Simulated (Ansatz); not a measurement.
# LiF: the cost of one run

Program: Ansatz 0.2.0. Level of theory: DFT PBE, scalar-relativistic, plane waves, PAW. These are calculated values, not measurements.

**1. The system as given**

Symmetry: Imm2, No. 44, orthorhombic system. The conventional cell has a = 2.532 Å, b = 2.719 Å, c = 9.580 Å, α = 90.00°, β = 90.00°, γ = 90.00°. Li (site symmetry mm2) has 4 F at 1.76 to 1.80 Å as nearest neighbours. Li (site symmetry mm2) is surrounded by 4 F at 1.73 to 1.76 Å. Around F (site symmetry mm2) lie 4 Li at 1.76 to 1.80 Å. F (site symmetry mm2) has 4 Li at 1.73 to 1.76 Å as nearest neighbours.

As a file:

```
CELL_PARAMETERS angstrom
-1.26584 1.35957 4.78987
1.26584 -1.35957 4.78987
1.26584 1.35957 -4.78987
ATOMIC_POSITIONS crystal
Li 0.43866 0.43866 0.00000
Li 0.18825 0.18825 0.00000
F 0.06134 0.56134 0.50000
F 0.31175 0.81175 0.50000
```

The cell is invented: 4-connected net, two elements alternating (Imm2, No. 44). Lengths come from tabulated atomic sizes and are only a guess.

**2. The guess as it stands, on a coarse mesh**

input.yaml reads:

```yaml
crystal:
  lattice:
    - [-1.26584335, 1.35956521, 4.7898673]
    - [1.26584335, -1.35956521, 4.7898673]
    - [1.26584335, 1.35956521, -4.7898673]
  atoms:
    - { symbol: Li, position: [0.43866, 0.43866, 0.0] }
    - { symbol: Li, position: [0.18824999, 0.18824999, 0.0] }
    - { symbol: F, position: [0.06134, 0.56134, 0.5] }
    - { symbol: F, position: [0.31175001, 0.81175001, 0.5] }
basis:
  ecutwfc: 420
kpoints:
  mp_grid: { grid: [10, 10, 10] }
hamiltonian:
  xc: pbe
scf:
  occupations: { method: gaussian, width: 0.1 }
  lower_state_search: "off"
output:
  forces: true
  stress: true
  eigenvalues: true
```

Run with:

```bash
> ansatz run input.yaml --threads 1 --pin off --max-ram 2560MiB --backend cpu --events-out ev --progress --plain --runs-dir out
```

**Question.** How long does this run take on 1 thread of Arm Neoverse V1, shared host, and how much memory does it need?

About 7.1 s, with a peak of 0.35 GiB.
